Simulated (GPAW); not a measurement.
Runs of GPAW 26.7.0 on CO2. The structure is tetragonal, space group I-42d (No. 122). Conventional cell: a = 3.949 Å, b = 3.949 Å, c = 6.028 Å, α = 90.00°, β = 90.00°, γ = 90.00°. O (site symmetry 2) is surrounded by 2 C at 1.40 Å. C (site symmetry -4) has 4 O at 1.40 Å as nearest neighbours. The cell comes from a database or a generator and needn't be the stable form of this composition.

```tsv
task	level	potentials or basis	smearing	maxiter	convergence	response ecut	response k mesh	response bands	gap on the mesh (eV)	pressure (GPa)	largest force (eV/Å)
single point	LDA	the program's PAW data sets (release 1.2.1) made for this functional, pw	fermi-dirac 0.05 eV	120	default	-	-	-	7.45	-21.2	(a)
single point	PBEsol	PAW data sets generated in the run's folder for this functional, pw	fermi-dirac 0.05 eV	120	default	-	-	-	7.58	-13.8	0.16
dielectric tensor	PBEsol	PAW data sets generated in the run's folder for this functional, pw	fermi-dirac 0.001 eV	150	-	80 eV	10 × 10 × 10	64	7.58	-	-
dielectric tensor	LDA	the program's PAW data sets (release 1.2.1) made for this functional, pw	fermi-dirac 0.001 eV	150	-	80 eV	10 × 10 × 10	64	7.45	-	-
```

Alike in all rows: no spin polarisation; cell as given; k mesh 8 × 8 × 8; cutoff (eV) 600.

Problem. Estimate the missing entries.

Solution. (a) 0.47.

Caveats: the cutoff is short for stress and forces, so pressures can be off by a GPa or more (some runs); the long-wavelength limit can be off by a per cent or two (some runs); so large a pressure means that the cell lies far from this level's equilibrium, or that cutoff or potentials fall short (some runs).

A k mesh can miss the band edges.
